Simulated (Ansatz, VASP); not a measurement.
## As in VASP and in Ansatz

File INCAR:

```
SYSTEM = As
ALGO = Normal ; EDIFF = 1E-7
EDIFFG = -0.04 ; ENCUT = 600
GGA = PE ; IBRION = 2
ISIF = 3 ; ISMEAR = 0
LASPH = .TRUE. ; LCHARG = .FALSE.
LREAL = .FALSE. ; LWAVE = .FALSE.
NELM = 100 ; NSW = 90
PREC = Accurate ; SIGMA = 0.1
```

KPOINTS

```
k-points
0
G
  6 6 2
  0 0 0
```

The input POSCAR:

```
As
1.0
    3.6365760900      0.0000000000      0.0000000000
   -1.8182880500      3.1493672800      0.0000000000
    0.0000000000      0.0000000000      9.2564430200
As
6
Direct
    0.0000000000      0.0000000000      0.5000000000
    0.0000000000      0.0000000000      0.0000000000
    0.6666666700      0.3333333300      0.3797952800
    0.3333333300      0.6666666700      0.6202047200
    0.3333333300      0.6666666700      0.8797952800
    0.6666666700      0.3333333300      0.1202047200
```

Input for Ansatz:

```yaml
crystal:
  lattice:
    - [3.63657609, 0.0, 0.0]
    - [-1.81828805, 3.14936728, 0.0]
    - [0.0, 0.0, 9.25644302]
  atoms:
    - { symbol: As, position: [0.0, 0.0, 0.5] }
    - { symbol: As, position: [0.0, 0.0, 0.0] }
    - { symbol: As, position: [0.66666667, 0.33333333, 0.37979528] }
    - { symbol: As, position: [0.33333333, 0.66666667, 0.62020472] }
    - { symbol: As, position: [0.33333333, 0.66666667, 0.87979528] }
    - { symbol: As, position: [0.66666667, 0.33333333, 0.12020472] }
basis:
  ecutwfc: 420
kpoints:
  mp_grid: { grid: [6, 6, 2] }
hamiltonian:
  xc: pbe
scf:
  occupations: { method: gaussian, width: 0.1 }
  lower_state_search: "off"
output:
  forces: true
  stress: true
  eigenvalues: true
relax:
  adjacent_minimum: "off"
  f_tol: 0.04
  max_steps: 70
  cell: { stress_tol: 0.4 }
```

Alike in both runs: task relaxation of cell and atoms; functional PBE; k mesh 6 × 6 × 2; occupations gaussian, width 0.1 eV; no spin polarisation.

|  | VASP | Ansatz |
| --- | --- | --- |
| version | VASP 6.6.1 | Ansatz 0.2.0 |
| potentials or method | VASP PAW PBE potentials, release 64 (As) | scalar-relativistic, plane waves, PAW |
| plane-wave cutoff (eV) | 600 | 420 |
| valence electrons in the cell | 30 | 90 |

|  | VASP | Ansatz | Ansatz less VASP |
| --- | --- | --- | --- |
| gap on the k mesh at the Fermi level, each at its own relaxed structure (eV) | none | none | - |
| relaxed volume (Å³/atom) | 24.66 | 24.67 | +0.010 |
| relaxed cell length with the largest relative difference (Å) | 10.105 | 10.007 | -0.0984 |
| energy change over the relaxation (meV/atom) | -768 | -750 | +18.6 |

A gap of «none» marks a metal or a gap that the smearing closes. The two sets of potentials don't hold the same shells in valence.

Caveats: the volume moved by over 15 % at a fixed basis, so the end points are rough (VASP).
